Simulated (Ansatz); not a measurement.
Relaxed bulk ZrN:

```yaml
crystal:
  lattice:
    - [0.00000, 2.27609, 2.27609]
    - [2.27609, 0.00000, 2.27609]
    - [2.27609, 2.27609, 0.00000]
  atoms:
    - { symbol: Zr, position: [0.00000, 0.00000, 0.00000] }
    - { symbol: N, position: [0.50000, 0.50000, 0.50000] }
```

Miller indices refer to the conventional cell of Fm-3m (No. 225), a = 4.552 Å, b = 4.552 Å, c = 4.552 Å, α = 90.00°, β = 90.00°, γ = 90.00°.

The (111) slab of 10 planes, 11.8 Å thick with 15 Å of vacuum as cut; outer planes Zr (top) and N (bottom).

The calculation used DFT PBEsol, scalar-relativistic, plane waves, PAW (Ansatz 0.2.0). Cutoff 420 eV; k points 12×12×1 on the computed 10-atom cell (Γ-centred); Gaussian smearing, width 0.10 eV; no spin polarisation. The cell repeats along c with a dipole correction in the vacuum.

With the atoms at the bulk's places:

```yaml
Surface_energy_mean_of_both_faces: 4.84 J/m²
Work_function: 4.48 eV (top), 8.15 eV (bottom)
Dipole_of_the_slab_along_+c_per_cell: 0.18 e·Å
```

**Question.** What changes when all atoms relax within this surface cell and its symmetry?

**Answer.** The energy falls by 1.629 J/m² a face, and the largest move is 0.29 Å.

* Surface energy (mean of both faces): 3.21 J/m²
* Work function: 4.51 eV (top), 6.45 eV (bottom)
* Dipole of the slab along +c, per cell: 0.10 e·Å

```csv
plane (bottom to top),atoms,"spacing to next, bulk (Å)",relaxed (Å),change (%)
1,N,1.314,0.779,-40.7
2,Zr,1.314,1.640,+24.8
3,N,1.314,1.206,-8.2
4,Zr,1.314,1.312,-0.2
5,N,1.314,1.317,+0.2
6,Zr,1.314,1.343,+2.2
7,N,1.314,1.335,+1.6
8,Zr,1.314,1.284,-2.3
9,N,1.314,1.253,-4.6
10,Zr,,,
```

Spin polarisation was left out, and a magnetic state may lie lower.